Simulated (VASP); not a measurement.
# Cu in VASP: single point with PBEsol

Aim: the single point of Cu with PBEsol.

Program: VASP 6.6.1. These are calculated values, not measurements. Logs are shortened: lines on timing, memory, paths and dates and some standing lists are left out, and cuts for length are marked.

**1. The cell of the first run**

The cell holds a slab with vacuum, 11 atoms: a = 2.520 Å, b = 3.563 Å, c = 27.598 Å, α = 90.00°, β = 90.00°, γ = 90.00°.

The slab is cut from a database's or a generator's crystal, which needn't be the stable form of the element.

**2. Single point, PBEsol ((1 1 0) slab cut from the bulk)**

The input, INCAR:

```
ALGO = Fast
DIPOL = 0.5 0.5 0.500
EDIFF = 1E-7
ENCUT = 520
GGA = PS
IDIPOL = 3
ISIF = 2
ISMEAR = 0
LASPH = True
LCHARG = True
LDIPOL = True
LELF = True
LREAL = False
LVACPOTAV = True
LVHAR = True
LWAVE = False
NBANDS = 72
NELM = 100
PREC = Accurate
SIGMA = 0.1
```

The input, KPOINTS:

```
k-points
0
Gamma
  14 10 1
```

The input, POSCAR:

```
Cu
1.0
    2.5196845654      0.0000000000      0.0000000000
    0.0000000000      3.5633720853      0.0000000000
    0.0000000000      0.0000000000     27.5984228269
Cu
11
Direct
    0.5000000000      0.5000000000      0.2717546596
    0.0000000000      0.0000000000      0.3174037277
    0.5000000000      0.5000000000      0.3630527957
    0.0000000000      0.0000000000      0.4087018638
    0.5000000000      0.5000000000      0.4543509319
    0.0000000000      0.0000000000      0.5000000000
    0.5000000000      0.5000000000      0.5456490681
    0.0000000000      0.0000000000      0.5912981362
    0.5000000000      0.5000000000      0.6369472043
    0.0000000000      0.0000000000      0.6825962723
    0.5000000000      0.5000000000      0.7282453404
```

Potentials or basis: VASP PAW PBE potentials, release 64 (Cu).

The run is started by

```
$ cat potpaw_PBE.64/Cu/POTCAR > POTCAR
$ mpirun -np 1 vasp_std > vasp.out
```

OUTCAR:

```text
EDIFF = 1E-7
   ENCUT = 520
   GGA = PS
   ISIF = 2
   ISMEAR = 0
   LASPH = True
   LREAL = False
   NELM = 100
   PREC = Accurate

 ion  position               nearest neighbor table
   1  0.500  0.500  0.272-   3 2.52   2 2.52   2 2.52   2 2.52   2 2.52
   2  0.000  0.000  0.317-   4 2.52   3 2.52   3 2.52   3 2.52   3 2.52   1 2.52   1 2.52   1 2.52
                             1 2.52
   3  0.500  0.500  0.363-   1 2.52   2 2.52   2 2.52   2 2.52   2 2.52   4 2.52   4 2.52   4 2.52
                             4 2.52   5 2.52
   4  0.000  0.000  0.409-   2 2.52   3 2.52   3 2.52   3 2.52   3 2.52   5 2.52   5 2.52   5 2.52
                             5 2.52   6 2.52
   5  0.500  0.500  0.454-   6 2.52   6 2.52   6 2.52   6 2.52   4 2.52   4 2.52   4 2.52   4 2.52
                             7 2.52   3 2.52
   6  0.000  0.000  0.500-   5 2.52   7 2.52   5 2.52   7 2.52   5 2.52   7 2.52   5 2.52   7 2.52
                             4 2.52   8 2.52
   7  0.500  0.500  0.546-   6 2.52   6 2.52   6 2.52   6 2.52   8 2.52   8 2.52   8 2.52   8 2.52
                             5 2.52   9 2.52
   8  0.000  0.000  0.591-  10 2.52   9 2.52   9 2.52   9 2.52   9 2.52   7 2.52   7 2.52   7 2.52
                             7 2.52   6 2.52
   9  0.500  0.500  0.637-  11 2.52  10 2.52  10 2.52  10 2.52  10 2.52   8 2.52   8 2.52   8 2.52
                             8 2.52   7 2.52
  10  0.000  0.000  0.683-   8 2.52   9 2.52   9 2.52   9 2.52   9 2.52  11 2.52  11 2.52  11 2.52
                            11 2.52
  11  0.500  0.500  0.728-   9 2.52  10 2.52  10 2.52  10 2.52  10 2.52

  LATTYP: Found a simple orthorhombic cell.
 ALAT       =     2.5196845654
 B/A-ratio  =     1.4142135624
 C/A-ratio  =    10.9531261198

  Lattice vectors:

 A1 = (   2.5196845654,   0.0000000000,   0.0000000000)
 A2 = (   0.0000000000,   3.5633720853,   0.0000000000)
 A3 = (   0.0000000000,   0.0000000000,  27.5984228269)

Analysis of symmetry for initial positions (statically):
=====================================================================
 Subroutine PRICEL returns:
 Original cell was already a primitive cell.

 Routine SETGRP: Setting up the symmetry group for a
 simple orthorhombic supercell.

 Subroutine GETGRP returns: Found  8 space group operations
 (whereof  8 operations were pure point group operations)
 out of a pool of  8 trial point group operations.

The static configuration has the point symmetry D_2h.

Analysis of symmetry for dynamics (positions and initial velocities):
=====================================================================
 Subroutine PRICEL returns:
 Original cell was already a primitive cell.

 Routine SETGRP: Setting up the symmetry group for a
 simple orthorhombic supercell.
[... 138 lines left out ...]
   ISMEAR =     0;   SIGMA  =   0.10  broadening in eV -4-tet -1-fermi 0-gaus
   EFERMI_NEDOS =   21; number of points for ismear=-14 and -15
   IALGO  =     68    algorithm
   IMIX   =      4    mixing-type and parameters
     AMIX     =   0.40;   BMIX     =  1.00
     AMIX_MAG =   1.60;   BMIX_MAG =  1.00
  volume/ion in A,a.u.               =      22.53       152.02
  Fermi-wavevector in a.u.,A,eV,Ry     =   1.289158  2.436155 22.611901  1.661928
  Thomas-Fermi vector in A             =   2.421068
   LORBIT       =      0    0 simple, 1 ext, 2 COOP (PROOUT), +10 PAW based schemes
   GGA     = PS    functional components
   LHFCALC =     F    Hartree Fock is set to
   AEXX    =    0.0000 exact exchange contribution
   IVDW    =     0    specifies the selected vdW correction
   LEPSILON=     F    determine dielectric tensor
   LRPA    =     F    only Hartree local field effects (RPA)
 non-spin polarized calculation
 RMM-DIIS sequential band-by-band and
 Gauss-broadening in eV      SIGMA  =   0.10
  energy-cutoff  :      520.00
  volume of cell :      247.79
 maximum number of plane-waves:      6724
 NGX is ok and might be reduce to    20
   NGX =  9   NGY = 13   NGZ =103

 number of electron     120.9999921 magnetization

 dipolmoment           0.000000      0.000000     -0.000000 electrons x Angstroem

 Free energy of the ion-electron system (eV)
  ---------------------------------------------------
  ext. energy  EPLUGINS =         0.00000000
  ---------------------------------------------------
  free energy    TOTEN  =       -45.23379807 eV

  energy without entropy =      -45.21464949  energy(sigma->0) =      -45.22422378

 E-fermi :   1.8460     XC(G=0):  -7.3443

 val. band max:        1.8249599061   @ k =   0.5000   0.0000   0.0000
 cond. band min:       1.8605019344   @ k =   0.3571   0.2000   0.0000
 fundamental gap:      0.0355420284
 Fermi energy:         1.8460154800

 k-point     1 :       0.0000    0.0000    0.0000
  band No.  band energies     occupation
      1      -7.7087      2.00000
      2      -7.1419      2.00000
      3      -6.2545      2.00000
      4      -5.1411      2.00000
      5      -3.9593      2.00000
      6      -3.2279      2.00000
[... 1789 lines left out ...]
     71       8.9881      0.00000
     72       9.0219      0.00000

 [... further k-points ...]
[... 5 lines left out ...]
  --------------------------------------------------------------------------------------
  -------------------------------------------------------------------------------------
  Total       -1.6365254     -2.3835852     -1.2277727     -0.0000000      0.0000000      0.0000000
  in kB      -10.5813657    -15.4116683     -7.9384726     -0.0000000      0.0000000      0.0000000
  external PRESSURE =     -11.3105022 kB  Pullay stress =       0.0000000 kB

 VOLUME and BASIS-vectors are now :
 -----------------------------------------------------------------------------
  energy-cutoff  :      520.00
  volume of cell :      247.79
      direct lattice vectors                 reciprocal lattice vectors
     2.519684565  0.000000000  0.000000000     0.396875075  0.000000000  0.000000000
     0.000000000  3.563372085  0.000000000     0.000000000  0.280633057  0.000000000
     0.000000000  0.000000000 27.598422827     0.000000000  0.000000000  0.036233955

 POSITION                                       TOTAL-FORCE (eV/Angst)
 -----------------------------------------------------------------------------------
      1.25984      1.78169      7.50000        -0.000000      0.000000      0.433795
      0.00000      0.00000      8.75984        -0.000000      0.000000     -0.412572
      1.25984      1.78169     10.01968        -0.000000      0.000000     -0.035070
      0.00000      0.00000     11.27953        -0.000000      0.000000      0.020529
      1.25984      1.78169     12.53937        -0.000000      0.000000     -0.001534
      0.00000      0.00000     13.79921        -0.000000      0.000000      0.000000
      1.25984      1.78169     15.05905        -0.000000      0.000000      0.001534
      0.00000      0.00000     16.31890         0.000000      0.000000     -0.020529
      1.25984      1.78169     17.57874        -0.000000      0.000000      0.035070
      0.00000      0.00000     18.83858        -0.000000      0.000000      0.412572
      1.25984      1.78169     20.09842        -0.000000      0.000000     -0.433795
 -----------------------------------------------------------------------------------
    total drift:                               -0.000000      0.000000     -0.000000

  FREE ENERGIE OF THE ION-ELECTRON SYSTEM (eV)
  ---------------------------------------------------
  free  energy   TOTEN  =       -45.2337980658 eV

  energy  without entropy=      -45.2146494892  energy(sigma->0) =      -45.22422378

 vacuum level on the upper side and lower side of the slab         6.224         6.224
```

stdout:

```text
POSCAR found type information on POSCAR Cu
 POSCAR found :  1 types and      11 ions
 scaLAPACK will be used
 -----------------------------------------------------------------------------
|                                                                             |
[... 23 lines left out ...]
|     field-free region was found. Please increase the size of  your cell     |
|     in the dimension of the dipole correction to obtain accurate            |
|     workfunction values.                                                    |
|                                                                             |
 -----------------------------------------------------------------------------
```

Wall time 15 min (1 thread of Intel Xeon 6975P-C (Granite Rapids), shared host); peak memory 0.71 GiB.

What came out:

- Free energy: -45.2338 eV
- Largest force: 0.434 eV/Å
- Band gap on the k mesh: none (metal or under the smearing width)
- Work function of the upper face: 4.38 eV
- Work function of the lower face: 4.38 eV

Forces on the atoms (eV/Å):
```
Cu   0.000  0.000  0.434
Cu   0.000  0.000 -0.413
Cu   0.000  0.000 -0.035
Cu   0.000  0.000  0.021
Cu   0.000  0.000 -0.002
Cu   0.000  0.000  0.000
Cu   0.000  0.000  0.002
Cu   0.000  0.000 -0.021
Cu   0.000  0.000  0.035
Cu   0.000  0.000  0.413
Cu   0.000  0.000 -0.434
```

Caveat: the PAW data sets were made with another functional, which shifts forces and pressure a little.
